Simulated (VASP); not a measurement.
## SnSe: single point with PBE

The system is SnSe.

```
CELL_PARAMETERS angstrom
11.42000 0.00000 0.00000
0.00000 4.19000 0.00000
0.00000 0.00000 4.46000
ATOMIC_POSITIONS crystal
Sn 0.87700 0.75000 0.90900
Sn 0.62300 0.25000 0.40900
Sn 0.37700 0.75000 0.59100
Sn 0.12300 0.25000 0.09100
Se 0.64300 0.75000 0.98400
Se 0.85700 0.25000 0.48400
Se 0.14300 0.75000 0.51600
Se 0.35700 0.25000 0.01600
```

```yaml
Program: VASP 6.6.1
Task: single point
Functional: PBE
Potentials_or_basis: VASP PAW PBE potentials, release 64 (Sn_d, Se)
Cutoff: 520 eV
k_mesh: 3 × 6 × 6
Occupations: gaussian, width 0.012 eV
Spin: no spin polarisation
```

| Item | Value |
| --- | --- |
| Pressure | 2.4 GPa |
| Largest force | 0.326 eV/Å |
| Band gap on the k mesh | 0.54 eV, indirect (least direct gap 0.71 eV) |

Forces in eV/Å, atoms in the order of the input:
```
Sn   0.326  0.000 -0.010
Sn  -0.326  0.000 -0.010
Sn   0.326  0.000  0.010
Sn  -0.326  0.000  0.010
Se  -0.269  0.000  0.020
Se   0.269  0.000  0.020
Se  -0.269  0.000 -0.020
Se   0.269  0.000 -0.020
```

Stress tensor (GPa, compression positive):
```
4.25 0.00 0.00
0.00 1.59 0.00
0.00 0.00 1.37
```

Levels at points of the mesh, in eV from the valence-band top:
```
           k point  band 36  band 37  band 38  band 39  band 40  band 41  band 42  band 43  band 44  band 45
(0.00, 0.00, 0.00)    -1.83    -1.56    -1.20    -0.78    -0.56     0.79     2.95     3.03     3.06     3.33
(0.00, 0.50, 0.00)    -1.72    -1.02    -1.02    -0.75    -0.75     0.90     0.90     1.39     1.39     1.65
(0.00, 0.00, 0.50)    -1.50    -0.78    -0.78    -0.32    -0.32     1.25     1.25     1.58     1.58     1.64
(0.00, 0.50, 0.50)    -3.19    -2.25    -2.25    -1.52    -1.52     2.86     2.86     3.11     3.11     4.87
```

Run time: 5.6 min on 1 thread of Intel(R) Xeon(R) 6975P-C (Granite Rapids), with other jobs on the host, peak memory 0.46 GiB.

The gap isn't set beside the measured one, since this odd mesh misses points on the zone boundary.

Caveat: spin-orbit coupling is left out, which moves the levels of the heavy elements; an odd mesh through Γ misses points on the zone boundary, where band edges often lie.
